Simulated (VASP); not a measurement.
These are r2SCAN meta-GGA, VASP's PBE PAW potentials (set 64) (plane waves; VASP) values and carry that method's errors.

Gaps are without spin-orbit coupling.

The volume per atom is 26.63 Å³/atom. The band gap (over mesh and band path) comes out as 0.70 eV and the smallest direct gap (over mesh and band path) is 0.70 eV.

Question: Which relaxed crystal gives these values?
A. CuI, Pc (7)
B. AlN, Fm-3m (225)
C. PbS, Fm-3m (225)
D. CsI, Pm-3m (221)

Answer: C, PbS, Fm-3m (225)
